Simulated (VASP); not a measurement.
Set up this calculation in VASP 6.6.1, as the native input.

| Item | Value |
| --- | --- |
| Task | relaxation of cell and atoms |
| Functional | PBE |
| Potentials or basis | VASP PAW PBE potentials, release 64 (In_d, P) |
| Cutoff | 600 eV |
| k mesh | 10 × 10 × 10 |
| Occupations | fermi-dirac, width 0.05 eV |
| Spin | no spin polarisation |
| Target pressure | 2.5 GPa |
| P gpa | 2.5 |
| Further INCAR settings | ALGO = Normal; EDIFF = 1e-07; IBRION = 2; EDIFFG = -0.01; NSW = 60; ISIF = 3 |
| Target pressure | 2.5 GPa |

The structure of InP lies in POSCAR:

```
InP
1.0
    0.0000000000      2.9340000000      2.9340000000
    2.9340000000      0.0000000000      2.9340000000
    2.9340000000      2.9340000000      0.0000000000
In P
1 1
Direct
    0.0000000000      0.0000000000      0.0000000000
    0.2500000000      0.2500000000      0.2500000000
```

The cell was built by a generator and isn't the measured one.

The input as run:

INCAR

```
ALGO = Normal ; EDIFF = 1E-7
EDIFFG = -0.01 ; ENCUT = 600
GGA = PE ; IBRION = 2
ISIF = 3 ; ISMEAR = -1
LASPH = True ; LCHARG = False
LREAL = False ; LWAVE = False
NELM = 100 ; NSW = 60
PREC = Accurate ; PSTRESS = 25.0
SIGMA = 0.05
```

KPOINTS

```
k-points
0
Gamma
  10 10 10
```

Potentials or basis: VASP PAW PBE potentials, release 64 (In_d, P).

Launch:

```bash
$ cat potpaw_PBE.64/In_d/POTCAR potpaw_PBE.64/P/POTCAR > POTCAR
$ mpirun -np 1 vasp_std > vasp.out
```

Results of the run:

```yaml
Relaxed_volume: 25.45 Å³/atom
Relaxed_cell: a = 4.160 Å, b = 4.160 Å, c = 4.160 Å, α = 60.00°, β = 60.00°, γ = 60.00°
Space_group_after_relaxing_to_0.05_Å: F-43m (No. 216)
Energy_change_on_relaxing_the_enthalpy_is_what_falls: -3.3 meV/atom
Ionic_steps: 3
Pressure_after_relaxing: 2.5 GPa
Band_gap_on_the_k_mesh: 0.65 eV, direct
```

Caveat: the cell is relaxed towards a set pressure, so the enthalpy falls and the energy may rise; spin-orbit coupling is left out, which moves the levels of the heavy elements.

It took 50 s on 1 thread of AMD EPYC 9R45 96-Core Processor (Zen 5) (shared host), peak memory 0.21 GiB.
